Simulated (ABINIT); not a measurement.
# TePb (Fm-3m) in ABINIT: a series of runs

Aim: see how the results for TePb move with the level of theory and the settings. Levels: BLYP, AM05. Tasks: single point.

Everything below comes from runs of ABINIT 10.8.3 (patched build). Logs are shortened: lines on timing, memory, paths and dates and some standing lists are left out, and cuts for length are marked. The log counts tension as positive stress, the text compression.

### 1 The structure

It takes space group Fm-3m (No. 225, cubic). Conventional cell: a = 6.462 Å, b = 6.462 Å, c = 6.462 Å, α = 90.00°, β = 90.00°, γ = 90.00°. Pb (site symmetry m-3m) has 6 Te at 3.23 Å as nearest neighbours. Around Te (site symmetry m-3m) lie 6 Pb at 3.23 Å.

### 2 Single point, BLYP

Contents of run.abi:

```
# Pseudopotentials
pp_dirpath "./"
pseudos "Pb.GGA_PBE-JTH.xml, Te.GGA_PBE-JTH.xml"

# Structure
acell 4.56932402 4.56932402 4.56932402 Angstrom
rprim
     0.0000000000     0.7071067812     0.7071067812
     0.7071067812     0.0000000000     0.7071067812
     0.7071067812     0.7071067812     0.0000000000
ntypat 2
znucl 82 52
natom 2
typat 1 2
xred
     0.0000000000     0.0000000000     0.0000000000
     0.5000000000     0.5000000000     0.5000000000

# Plane-wave basis
ecut 707.496042 eV
pawecutdg 48.0
pawxcdev 0

# k points
kptopt 1
ngkpt 7 7 7
nshiftk 1
shiftk 0.0 0.0 0.0

# Exchange and correlation
ixc -106131

# Bands and occupations
nband 14
occopt 3
tsmear 0.05 eV

# SCF cycle
nstep 100
tolvrs 1.0e-9

# Output
iomode 3
prtwf 0
prtden 0
prteig 0
prtebands 0
enunit 2
```

Potentials or basis: JTH PAW PBE v2.0.

Run with:

```bash
$ abinit run.abi > log 2>&1
```

run.abo:

```text
.Version 10.8.3 of ABINIT
 Symmetries : space group Fm -3 m (#225); Bravais cF (face-center cubic)
================================================================================
 Values of the parameters that define the memory need of the present run
     intxc =       0    ionmov =       0      iscf =      17    lmnmax =      18
     lnmax =       6     mgfft =      40  mpssoang =       3    mqgrid =    3001
     natom =       2  nloc_mem =       2    nspden =       1   nspinor =       1
    nsppol =       1      nsym =      48    n1xccc =       1    ntypat =       2
    occopt =       3   xclevel =       2
       mpw =        2898          nfft =       64000          nkpt =          20
 PAW method is used; the additional fine FFT grid is defined by:
   mgfftf=        54    nfftf =    157464
================================================================================
================================================================================

--------------------------------------------------------------------------------
------------- Echo of variables that govern the present computation ------------
--------------------------------------------------------------------------------
 -outvars: echo values of preprocessed input variables --------
            acell      8.6347709783E+00  8.6347709783E+00  8.6347709783E+00 Bohr
              amu      2.07200000E+02  1.27600000E+02
             ecut      2.60000000E+01 Hartree
           enunit           2
              ixc     -106131
         kptrlatt        7    0    0      0    7    0      0    0    7
          kptrlen      6.04433968E+01
            natom           2
            nband          14
            ngfft          40      40      40
          ngfftdg          54      54      54
             nkpt          20
            nstep         100
             nsym          48
           ntypat           2
           occopt           3
        pawecutdg      4.80000000E+01 Hartree
         pawxcdev           0
           prtden           0
        prtebands           0
           prteig           0
            prtwf           0
            rprim      0.0000000000E+00  7.0710678120E-01  7.0710678120E-01
                       7.0710678120E-01  0.0000000000E+00  7.0710678120E-01
                       7.0710678120E-01  7.0710678120E-01  0.0000000000E+00
          spgroup         225
           tolvrs      1.00000000E-09
           tsmear      1.83746611E-03 Hartree
            typat      1  2
           useylm           1
           xangst      0.0000000000E+00  0.0000000000E+00  0.0000000000E+00
                       3.2310000000E+00  3.2310000000E+00  3.2310000000E+00
            xcart      0.0000000000E+00  0.0000000000E+00  0.0000000000E+00
                       6.1057051129E+00  6.1057051129E+00  6.1057051129E+00
             xred      0.0000000000E+00  0.0000000000E+00  0.0000000000E+00
                       5.0000000000E-01  5.0000000000E-01  5.0000000000E-01
            znucl       82.00000   52.00000

================================================================================

 chkinp: Checking input parameters for consistency.

================================================================================
== DATASET  1 ==================================================================

--- !DatasetInfo
iteration_state: {dtset: 1, }
dimensions: {natom: 2, nkpt: 20, mband: 14, nsppol: 1, nspinor: 1, nspden: 1, mpw: 2898, }
cutoff_energies: {ecut:  26.0, pawecutdg:  48.0, }
electrons: {nelect:   2.00000000E+01, charge:   0.00000000E+00, occopt:   3.00000000E+00, tsmear:   1.83746611E-03, }
meta: {optdriver: 0, ionmov: 0, optcell: 0, iscf: 17, paral_kgb: 0, }
...

 Real(R)+Recip(G) space primitive vectors, cartesian coordinates (Bohr,Bohr^-1):
 R(1)=  0.0000000  6.1057051  6.1057051  G(1)= -0.0818906  0.0818906  0.0818906
 R(2)=  6.1057051  0.0000000  6.1057051  G(2)=  0.0818906 -0.0818906  0.0818906
 R(3)=  6.1057051  6.1057051  0.0000000  G(3)=  0.0818906  0.0818906 -0.0818906
 Unit cell volume ucvol=  4.5523692E+02 bohr^3
 Angles (23,13,12)=  6.00000000E+01  6.00000000E+01  6.00000000E+01 degrees

 Coarse grid specifications (used for wave-functions):

 getcut: wavevector=  0.0000  0.0000  0.0000  ngfft=  40  40  40
         ecut(hartree)=     26.000   => boxcut(ratio)=   2.01817

 Fine grid specifications (used for densities):

 getcut: wavevector=  0.0000  0.0000  0.0000  ngfft=  54  54  54
         ecut(hartree)=     48.000   => boxcut(ratio)=   2.00589

--- Pseudopotential description ------------------------------------------------
- pspini: atom type   1  psp file is ./Pb.GGA_PBE-JTH.xml
 Pseudopotential format is: paw10
 basis_size (lnmax)=  6 (lmn_size= 18), orbitals=   0   0   1   1   2   2
 Spheres core radius: rc_sph= 2.40264019
[... 44 lines left out ...]
  sigma(3 3)= -1.77173040E-04  sigma(2 1)=  0.00000000E+00

--- !ResultsGS
iteration_state: {dtset: 1, }
comment   : Summary of ground state results
lattice_vectors:
- [  0.0000000,   6.1057051,   6.1057051, ]
- [  6.1057051,   0.0000000,   6.1057051, ]
- [  6.1057051,   6.1057051,   0.0000000, ]
lattice_lengths: [   8.63477,    8.63477,    8.63477, ]
lattice_angles: [ 60.000,  60.000,  60.000, ] # degrees, (23, 13, 12)
lattice_volume:   4.5523692E+02
convergence: {deltae: -1.165E-12, res2:  1.105E-10, residm:  1.224E-04, diffor: null, }
etotal    :  -6.94325441E+01
entropy   :   0.00000000E+00
fermie    :  -1.00402667E-03
cartesian_stress_tensor: # hartree/bohr^3
- [ -1.77173040E-04,   0.00000000E+00,   0.00000000E+00, ]
- [  0.00000000E+00,  -1.77173040E-04,   0.00000000E+00, ]
- [  0.00000000E+00,   0.00000000E+00,  -1.77173040E-04, ]
pressure_GPa:   5.2126E+00
xred      :
- [  0.0000E+00,   0.0000E+00,   0.0000E+00, Pb]
- [  5.0000E-01,   5.0000E-01,   5.0000E-01, Te]
cartesian_forces: # hartree/bohr
- [ -0.00000000E+00,  -0.00000000E+00,  -0.00000000E+00, ]
- [ -0.00000000E+00,  -0.00000000E+00,  -0.00000000E+00, ]
force_length_stats: {min:   0.00000000E+00, max:   0.00000000E+00, mean:   0.00000000E+00, }
...

 Integrated electronic density in atomic spheres:
 ------------------------------------------------
 Atom  Sphere_radius  Integrated_density
    1        2.40264         11.36061083
    2        2.31107          3.17336780

================================================================================

 ----iterations are completed or convergence reached----

 Mean square residual over all n,k,spin=   43.744E-08; max=  12.242E-05
 reduced coordinates (array xred) for    2 atoms
       0.000000000000      0.000000000000      0.000000000000
       0.500000000000      0.500000000000      0.500000000000
 rms dE/dt=  0.0000E+00; max dE/dt=  0.0000E+00; dE/dt below (all hartree)
    1       0.000000000000      0.000000000000      0.000000000000
    2       0.000000000000      0.000000000000      0.000000000000

 cartesian coordinates (angstrom) at end:
    1      0.00000000000000     0.00000000000000     0.00000000000000
    2      3.23100000004204     3.23100000004204     3.23100000004204

 cartesian forces (hartree/bohr) at end:
    1     -0.00000000000000    -0.00000000000000    -0.00000000000000
    2     -0.00000000000000    -0.00000000000000    -0.00000000000000
 frms,max,avg= 0.0000000E+00 0.0000000E+00   0.000E+00  0.000E+00  0.000E+00 h/b

 cartesian forces (eV/Angstrom) at end:
    1     -0.00000000000000    -0.00000000000000    -0.00000000000000
    2     -0.00000000000000    -0.00000000000000    -0.00000000000000
 frms,max,avg= 0.0000000E+00 0.0000000E+00   0.000E+00  0.000E+00  0.000E+00 e/A
 length scales=  8.634770978332  8.634770978332  8.634770978332 bohr
              =  4.569324020000  4.569324020000  4.569324020000 angstroms
 Fermi (or HOMO) energy (hartree) =  -0.00100   Average Vxc (hartree)=  -0.30817
 Eigenvalues (hartree) for nkpt=  20  k points:
 kpt#   1, nband= 14, wtk=  0.00292, kpt=  0.0000  0.0000  0.0000 (reduced coord)
  -0.63302   -0.63302   -0.63264   -0.63264   -0.63264   -0.46012   -0.23025   -0.06683
  -0.06683   -0.06683    0.13210    0.13210    0.13210    0.20686
      occupation numbers for kpt#   1
   2.00000    2.00000    2.00000    2.00000    2.00000    2.00000    2.00000    2.00000
   2.00000    2.00000    0.00000    0.00000    0.00000    0.00000
 prteigrs : prtvol=0 or 1, do not print more k-points.

 Fermi (or HOMO) energy (eV) =  -0.02732   Average Vxc (eV)=  -8.38579
 Eigenvalues (   eV  ) for nkpt=  20  k points:
 kpt#   1, nband= 14, wtk=  0.00292, kpt=  0.0000  0.0000  0.0000 (reduced coord)
 -17.22534  -17.22534  -17.21500  -17.21500  -17.21500  -12.52047   -6.26538   -1.81867
  -1.81867   -1.81867    3.59474    3.59474    3.59474    5.62886
 prteigrs : prtvol=0 or 1, do not print more k-points.

--- !EnergyTerms
iteration_state     : {dtset: 1, }
comment             : Components of total free energy in Hartree
kinetic             :  7.56712281618487E+00
hartree             :  2.21604555214982E+01
xc                  : -6.45216678072338E+00
Ewald energy        : -5.10491050090673E+01
psp_core            :  5.87427978629799E+00
local_psp           : -6.84465038038651E+01
PAW spherical_terms :  2.09133729497619E+01
internal            : -6.94325445199128E+01
'-kT*entropy'       : -4.35503727046400E-08
total_energy        : -6.94325445634632E+01
total_energy_eV     : -1.88935578815768E+03
...

--- !EnergyTermsDC
iteration_state     : {dtset: 1, }
comment             : '"Double-counting" decomposition of free energy'
band_energy         : -8.29801463581154E+00
Ewald energy        : -5.10491050090673E+01
psp_core            :  5.87427978629799E+00
xc_dc               : -2.30412128781510E+01
PAW spherical_terms :  7.08150864326795E+00
internal            : -6.94325440934639E+01
'-kT*entropy'       : -4.35503727046400E-08
total_energy_dc     : -6.94325441370142E+01
total_energy_dc_eV  : -1.88935577655342E+03
...

--- !EnergyTermsWithPAWCore
iteration_state     : {dtset: 1, }
comment             : 'Components of total free energy, including PAW core contributions'
Total energy        : -2.76783095151027E+04
Total energy DC     : -2.76783095146763E+04
Total energy (eV)   : -7.53165170851271E+05
Total energy DC (eV): -7.53165170839667E+05
...

 Cartesian components of stress tensor (hartree/bohr^3)
  sigma(1 1)= -1.77173040E-04  sigma(3 2)=  0.00000000E+00
  sigma(2 2)= -1.77173040E-04  sigma(3 1)=  0.00000000E+00
  sigma(3 3)= -1.77173040E-04  sigma(2 1)=  0.00000000E+00

-Cartesian components of stress tensor (GPa)         [Pressure=  5.2126E+00 GPa]
- sigma(1 1)= -5.21261081E+00  sigma(3 2)=  0.00000000E+00
- sigma(2 2)= -5.21261081E+00  sigma(3 1)=  0.00000000E+00
- sigma(3 3)= -5.21261081E+00  sigma(2 1)=  0.00000000E+00

== END DATASET(S) ==============================================================
================================================================================

 -outvars: echo values of variables after computation  --------
            acell      8.6347709783E+00  8.6347709783E+00  8.6347709783E+00 Bohr
           etotal     -6.9432544137E+01
            fcart     -0.0000000000E+00 -0.0000000000E+00 -0.0000000000E+00
                      -0.0000000000E+00 -0.0000000000E+00 -0.0000000000E+00
            rprim      0.0000000000E+00  7.0710678120E-01  7.0710678120E-01
                       7.0710678120E-01  0.0000000000E+00  7.0710678120E-01
                       7.0710678120E-01  7.0710678120E-01  0.0000000000E+00
           strten     -1.7717304026E-04 -1.7717304026E-04 -1.7717304026E-04
                       0.0000000000E+00  0.0000000000E+00  0.0000000000E+00
           xangst      0.0000000000E+00  0.0000000000E+00  0.0000000000E+00
                       3.2310000000E+00  3.2310000000E+00  3.2310000000E+00
             xred      0.0000000000E+00  0.0000000000E+00  0.0000000000E+00
                       5.0000000000E-01  5.0000000000E-01  5.0000000000E-01
 Calculation completed.
```

Wall time 36 s (1 thread of Arm Neoverse V1, shared host); peak memory 0.15 GiB.

Results:

```yaml
Free_energy: -1889.3558 eV
Pressure: 5.2 GPa
Valence_electrons_inside_the_program's_atomic_spheres: Pb 11.36; Te 3.17
```

Levels at points of the mesh, in eV from the Fermi level:
```tsv
k point	band 8	band 9	band 10	band 11	band 12	band 13
(0.00, 0.00, 0.00)	-1.79	-1.79	-1.79	3.62	3.62	3.62
```

Caveat: this odd mesh misses L, where the gap lies, so gap, dielectric constants and Born charges aren't listed; the PAW data sets were made with another functional, which shifts forces and pressure a little. The run has no spin-orbit coupling, so splittings on Pb, Te are missing.

### 3 Single point, AM05

Edit run.abi of step 2 so:

```diff
@@ -30,3 +30,3 @@
 # Exchange and correlation
-ixc -106131
+ixc -120135
```

Potentials or basis: JTH PAW PBE v2.0.

Run with:

```bash
$ abinit run.abi > log 2>&1
```

Run time: 36 s. Hardware: 1 thread of Arm Neoverse V1, shared host; peak memory 0.15 GiB.

Results (log left out):

```
Free energy                                           : -1893.7027 eV
Pressure                                              : -0.2 GPa
Valence electrons inside the program's atomic spheres : Pb 11.34; Te 3.13
```

Levels at points of the mesh, in eV from the Fermi level:
```csv
k point,band 7,band 8,band 9,band 10,band 11,band 12,band 13,band 14
"(0.00, 0.00, 0.00)",-6.04,-1.73,-1.73,-1.73,3.75,3.75,3.75,5.47
```

Caveat: this odd mesh misses L, where the gap lies, so gap, dielectric constants and Born charges aren't listed; the PAW data sets were made with another functional, which shifts forces and pressure a little.
